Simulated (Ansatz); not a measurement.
## Pd under changes of volume

One of the cells (14.750 Å³/atom); the others are scaled copies at fixed shape and fractional positions:

```
Pd
1.0
     0.00000    1.94650    1.94650
     1.94650    0.00000    1.94650
     1.94650    1.94650    0.00000
Pd
1
Cartesian
  0.0000 0.0000 0.0000
```

- Program: Ansatz 0.2.0
- Functional: LDA
- Potentials or basis: Ansatz PAW
- Cutoff: 420 eV (not typed: the program's choice for these potentials)
- k mesh: 12 × 12 × 12
- Occupations: fermi-dirac, width 0.05 eV
- Spin: spin-orbit coupling, no magnetisation

| volume (Å³/atom) | energy over the lowest point (meV/atom) | pressure (GPa) |
| --- | --- | --- |
| 13.865 | ? | ? |
| 14.160 | 0.00 | -0.3 |
| 14.455 | 5.03 | -4.7 |
| 14.750 | 17.63 | -8.6 |
| 15.045 | 36.80 | -11.9 |
| 15.340 | 61.66 | -14.8 |
| 15.635 | 91.49 | -17.3 |

Task: What does the run at 13.865 Å³/atom give?

Result: Energy over the lowest point 3.65 meV/atom; pressure 4.7 GPa.

Worked out: A Birch-Murnaghan fit of order 3 (a polynomial in V^(-2/3)) to the other rows has its minimum at 14.13 Å³/atom, just outside them, with B0 = V·E''(V) = 229 GPa and B' = 5.6. It gives 3.64 meV/atom at 13.865 Å³/atom, against the run's 3.65, and -dE/dV = 4.6 GPa, against 4.7.

Energies are extrapolated to zero smearing.

Caveats: the PAW data sets come from PBE, with cores solved anew for the run's functional, which leaves a small shift of forces and pressure.
